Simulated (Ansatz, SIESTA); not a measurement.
Given: the input of a run of SIESTA 5.4.2 on Te2Mo. 

The input Te2Mo.fdf:

```
SystemName                      Te2Mo
SystemLabel                     Te2Mo
NumberOfSpecies                 2
NumberOfAtoms                   6
%block ChemicalSpeciesLabel
  1  52 Te
  2  42 Mo
%endblock ChemicalSpeciesLabel

LatticeConstant                 1.0 Ang
%block LatticeVectors
     3.5182000000     0.0000000000     0.0000000000
    -1.7591000000     3.0468505756     0.0000000000
     0.0000000000     0.0000000000    13.9736000000
%endblock LatticeVectors
AtomicCoordinatesFormat         Fractional
%block AtomicCoordinatesAndAtomicSpecies
     0.6666666667     0.3333333333     0.3790000000  1  Te
     0.3333333333     0.6666666667     0.8790000000  1  Te
     0.6666666667     0.3333333333     0.1210000000  1  Te
     0.3333333333     0.6666666667     0.6210000000  1  Te
     0.6666666667     0.3333333333     0.7500000000  2  Mo
     0.3333333333     0.6666666667     0.2500000000  2  Mo
%endblock AtomicCoordinatesAndAtomicSpecies

%block kgrid.MonkhorstPack
    9   0   0  0.0
    0   9   0  0.0
    0   0   2  0.0
%endblock kgrid.MonkhorstPack
XC.Functional                   GGA
XC.Authors                      PBE
PAO.BasisSize                   DZP
PAO.EnergyShift                 0.003 Ry
Mesh.Cutoff                     800 Ry
OccupationFunction              FD
ElectronicTemperature           0.05 eV
MaxSCFIterations                120
SCF.MustConverge                false
SCF.Mixer.Method                Pulay
SCF.Mixer.Weight                0.25
SCF.Mixer.History               8
SCF.DM.Tolerance                5.0e-05
SCF.H.Tolerance                 1.0e-03 eV
WriteForces                     true
Charge.Mulliken                 end
Charge.Hirshfeld                end
Charge.Voronoi                  end
SaveRho                         true
SaveElectrostaticPotential      true
%block PAO.Basis
  Te 4
  n=5 0 2
    5.635 0.000
  n=5 1 2
    7.297 0.000
  n=4 2 2
    3.260 0.000
  n=5 2 1
    7.297
  Mo 5
  n=4 0 2
    3.234 0.000
  n=5 0 2
    8.986 0.000
  n=4 1 2
    3.729 0.000
  n=5 1 1
    8.986
  n=4 2 2
    6.762 0.000
%endblock PAO.Basis
```

Potentials or basis: PseudoDojo 0.4 standard (PBE files), converted to PSML, two zetas on semicore shells, DZP (energy shift 0.003 Ry; two zetas on semicore shells).

Run with:

```console
$ siesta < Te2Mo.fdf > Te2Mo.out 2>&1
```

**Question.** What does the same run look like in Ansatz 0.2.0? Potentials or basis there: Ansatz PAW (earlier soft set), cutoff 420 eV.

**Answer.** As run (cutoffs and basis follow the program's own potentials, and thresholds, step limits or extra output files can differ):

Contents of input.yaml:

```yaml
crystal:
  lattice:
    - [3.5182, 0.0, 0.0]
    - [-1.7591, 3.0468505756, 0.0]
    - [0.0, 0.0, 13.9736]
  atoms:
    - { symbol: Te, position: [0.6666666667, 0.3333333333, 0.379] }
    - { symbol: Te, position: [0.3333333333, 0.6666666667, 0.879] }
    - { symbol: Te, position: [0.6666666667, 0.3333333333, 0.121] }
    - { symbol: Te, position: [0.3333333333, 0.6666666667, 0.621] }
    - { symbol: Mo, position: [0.6666666667, 0.3333333333, 0.75] }
    - { symbol: Mo, position: [0.3333333333, 0.6666666667, 0.25] }
hamiltonian:
  xc: pbe
  pseudopotentials: { kind: paw, azcp: { folder: soft_1 } }
kpoints:
  mp_grid: { grid: [9, 9, 2] }
scf:
  occupations: { method: fermi_dirac, width: 0.05 }
output:
  forces: true
  stress: true
  eigenvalues: true
```

Potentials or basis: Ansatz PAW soft_1.

Command:

```bash
$ ansatz run input.yaml --threads 1 --pin off --max-ram 3584MiB --backend cpu --events-out ev --progress --plain --runs-dir out
```

Both were run:

|  | SIESTA | Ansatz |
| --- | --- | --- |
| Pressure | 6.0 GPa | 2.9 GPa |

Ansatz's pressure holds a Pulay term of +0.03 GPa for its cutoff of 420 eV, which the other run lacks.

Where Ansatz's input types no cutoff or centring, it takes its own default and a Γ-centred mesh.

The two runs disagree by more than potentials and bases usually give (in gap, levels, pressure or energy); the cause wasn't traced.

Pressure is positive in compression.
